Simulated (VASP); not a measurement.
Input of a VASP 6.6.1 run:

File INCAR:

```
SYSTEM = P
  PREC = Accurate
  ENCUT = 600
  EDIFF = 1E-7
  ISMEAR = 0
  SIGMA = 0.03
  LREAL = .False.
  LASPH = .True.
  NELM = 80
  ALGO = Normal
  ISIF = 3
  LWAVE = .False.
  LCHARG = .False.
  GGA = PE
  IVDW = 12
  IBRION = 2
  NSW = 90
  EDIFFG = -0.005
  LATTICE_CONSTRAINTS = .TRUE. .TRUE. .FALSE.
  KPAR = 4
```

File KPOINTS:

```
Automatic mesh
0
Gamma
  10 8 1
  0 0 0
```

Contents of POSCAR:

```
P                                       
1.0
    3.3024868938     -0.0000000000      0.0000000000
   -0.0000000000      4.3277277776      0.0000000000
    0.0000000000      0.0000000000     25.3727681600
  P             
     8
Direct
     0.0000000000000000    0.5789838901879407    0.3574709538433257
     0.5000000000000000    0.9210161098120593    0.3574709538433257
     0.5000000000000000    0.0783940125487316    0.4416688267852595
     0.0000000000000000    0.4216059874512684    0.4416688267852595
     0.5000000000000000    0.5783940125487316    0.5583311732147406
     0.0000000000000000    0.9216059874512684    0.5583311732147406
     0.0000000000000000    0.0789838901879410    0.6425290461566741
     0.5000000000000000    0.4210161098120589    0.6425290461566741
```

Potentials or basis: VASP PAW PBE potentials, release 64 (P).

Run with:

```console
$ cat potpaw_PBE.64/P/POTCAR > POTCAR
$ mpirun -np 4 vasp_std > vasp.out
```

Problem. Predict the dispersion energy per atom.

Solution. -0.316 eV.

Problem. What does it give for the band gap on the k mesh?

Solution. 0.14 eV, direct.

Final structure:
```yaml
crystal:
  lattice:
    - [3.30245, 0.00000, 0.00000]
    - [0.00000, 4.32809, 0.00000]
    - [0.00000, 0.00000, 25.37277]
  atoms:
    - { symbol: P, position: [0.00000, 0.57902, 0.35746] }
    - { symbol: P, position: [0.50000, 0.92098, 0.35746] }
    - { symbol: P, position: [0.50000, 0.07837, 0.44168] }
    - { symbol: P, position: [0.00000, 0.42163, 0.44168] }
    - { symbol: P, position: [0.50000, 0.57837, 0.55832] }
    - { symbol: P, position: [0.00000, 0.92163, 0.55832] }
    - { symbol: P, position: [0.00000, 0.07902, 0.64254] }
    - { symbol: P, position: [0.50000, 0.42098, 0.64254] }
```

As with any semilocal functional, this PBE gap is likely too small.
